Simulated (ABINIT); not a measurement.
## MgO in ABINIT: the effect of functional

Crystal: MgO.

```
Mg O
1.0
     3.30779    0.00000    0.00000
    -1.65389    2.86463    0.00000
     0.00000    0.00000    4.98288
Mg O
2 2
Cartesian
  1.6539 0.9549 2.5022
  0.0000 1.9098 0.0108
  1.6539 0.9549 4.4968
  0.0000 1.9098 2.0053
```

Measurements of this composition are mostly on another form, of space group No. 225.

Alike in all runs:

```yaml
Program: ABINIT 10.8.3 (patched build)
Task: band structure
k_mesh: 9 × 9 × 6
Occupations: fermi-dirac, width 0.05 eV
Spin: no spin polarisation
```

| functional | potentials or basis | cutoff | gap on the mesh (eV) | pressure (GPa) |
| --- | --- | --- | --- | --- |
| LDA | JTH PAW LDA v2.0 | 626 eV | 3.36 | -3.8 |
| PBEsol | JTH PAW PBE v2.0 | 626 eV | 3.35 | 0.5 |
| r2SCAN | JTH PAW PBE v2.0 | 762 eV | ? | ? |

Problem. What does the run with functional r2SCAN give?

Solution. gap on the mesh 4.14 eV; pressure -0.2 GPa.

Caveats: the PAW data sets were made with another functional, which shifts forces and pressure a little (some runs).

